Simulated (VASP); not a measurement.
Crystal: CdO (Monteponite).

```xyz
2
Lattice="0.0000 2.3476 2.3476 2.3476 0.0000 2.3476 2.3476 2.3476 0.0000" Properties=species:S:1:pos:R:3 pbc="T T T"
Cd    0.0000    0.0000    0.0000
O     2.3476    2.3476    2.3476
```

Base run:

```yaml
Program: VASP 6.6.1
Functional: PBEsol
Potentials_or_basis: VASP PAW PBE potentials, release 64 (Cd, O)
Cutoff: 520 eV
k_mesh: 8 × 8 × 8
Occupations: gaussian, width 0.02 eV
Spin: no spin polarisation
```

Its results: pressure 1.1 GPa.

Question: The run is repeated on the same cell with these changes: functional from PBEsol to PBE0; k mesh from 8 × 8 × 8 to 4 × 4 × 4. What comes out?

Answer: Pressure 2.5 GPa.

Several settings changed at once, so the effect can't be laid on one alone.

Caveats: some runs use coarse meshes; the PAW data sets were made with another functional, which shifts forces and pressure a little.
